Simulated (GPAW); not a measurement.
Here is a GPAW 26.7.0 calculation.

run.py

```python
from ase import Atoms
from ase.filters import FrechetCellFilter
from ase.io import write
from ase.optimize import BFGS
from gpaw import GPAW, PW, setup_paths

setup_paths.insert(0, '.')

atoms = Atoms(['Pt', 'Pt', 'Ti', 'Ti', 'Ti', 'Ti', 'Ti', 'Ti'],
              cell=[[5.03, 0.0, 0.0],
                    [0.0, 5.03, 0.0],
                    [0.0, 0.0, 5.03]],
              scaled_positions=[[0.5, 0.5, 0.5],
                                [0.0, 0.0, 0.0],
                                [0.0, 0.5, 0.25],
                                [0.0, 0.5, 0.75],
                                [0.5, 0.25, 0.0],
                                [0.75, 0.0, 0.5],
                                [0.5, 0.75, 0.0],
                                [0.25, 0.0, 0.5]],
              pbc=True)

calc = GPAW(mode=PW(600),
            xc='PBEsol',
            kpts={'size': (5, 5, 5), 'gamma': True},
            occupations={'name': 'fermi-dirac', 'width': 0.05},
            nbands=89,
            convergence={'density': 1e-05, 'forces': 0.0001},
            maxiter=150,
            txt='gpaw.txt')
atoms.calc = calc
opt = BFGS(FrechetCellFilter(atoms), trajectory='relax.traj', logfile='-')
done = opt.run(fmax=0.02, steps=60)
calc.write('gs.gpw')
write('result.traj', atoms)
print('Converged:', done)
print('Cell:', atoms.cell.cellpar().round(4))
print('Volume:', round(atoms.get_volume(), 4))
print(atoms.get_scaled_positions().round(5))
```

Potentials or basis: PAW data sets generated in the run's folder for this functional, pw.

Launch:

```console
$ gpaw-setup -f PBEsol Pt Ti
$ OMP_NUM_THREADS=1 python run.py
```

(1) Estimate the relaxed cell.

(2) What does it give for the relaxed volume?

Answers

(1) a = 4.981 Å, b = 4.981 Å, c = 4.981 Å, α = 90.00°, β = 90.00°, γ = 90.00°.

(2) 15.45 Å³/atom.

Caveat: later steps reuse the first step's grids.
